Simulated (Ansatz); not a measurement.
The elements of this relaxed trial crystal are hidden behind letters.

```
lattice vectors (Å)
   3.4370    0.0000    0.0000
   0.0000    3.4370    0.0000
   0.0000    0.0000    4.9175
fractional positions
X 0.0000 0.0000 0.0000
Z 0.5000 0.5000 0.5000
Q 0.5000 0.0000 0.2677
Q 0.0000 0.5000 0.7323
Q 0.5000 0.0000 0.7323
Q 0.0000 0.5000 0.2677
```

Method: DFT PBE, scalar-relativistic, plane waves, PAW (Ansatz 0.2.0). The final run on the 6-atom cell used 420 eV, a Γ-centred 12×12×8 mesh, 0.10 eV smearing and no spin polarisation.

* Space group: P4/mmm (No. 123)
* Conventional cell: a = 3.437 Å, c = 4.918 Å
* Volume per atom: 9.68 Å³
* Density: 7.73 g/cm³
* Energy over the elements: −2.27 eV/atom
* Gap on the 12×12×8 mesh of the 6-atom cell: 0 eV (the bands overlap slightly)

Energies are uncorrected and count from the elements' standard states at the same level.

Q: X is a d-block element of period 6, Z is a p-block element of period 3 and Q is a p-block element of period 2. Which elements are they?

A: X = Hf, Z = Si, Q = O, so the formula is HfSiO4. Density times volume gives a mean mass of 7.73 × 9.68/1.6605 = 45.1 u per atom, and this set has 45.1 u. Hf has 8 O at 2.16 Å; around Si lie 8 O at 2.06 Å; around O lie 2 Si at 2.06 Å, 2 Hf at 2.16 Å, 1 O at 2.28 Å, 4 O at 2.43 Å and 1 O at 2.63 Å. Other sets within the hints have nearly the same mass, so mass alone doesn't settle it; this one was computed.

These runs have no spin–orbit coupling, which can matter for Hf. The zero gap may come from the functional, which often closes small gaps, or the cell may be a true semimetal. Symmetry constrained the relaxation, so the result can be a saddle point. Another cell of HfSiO4 relaxed alike, in F-43m, lies 0.76 eV/atom lower, so this cell isn't the stable form at this level.
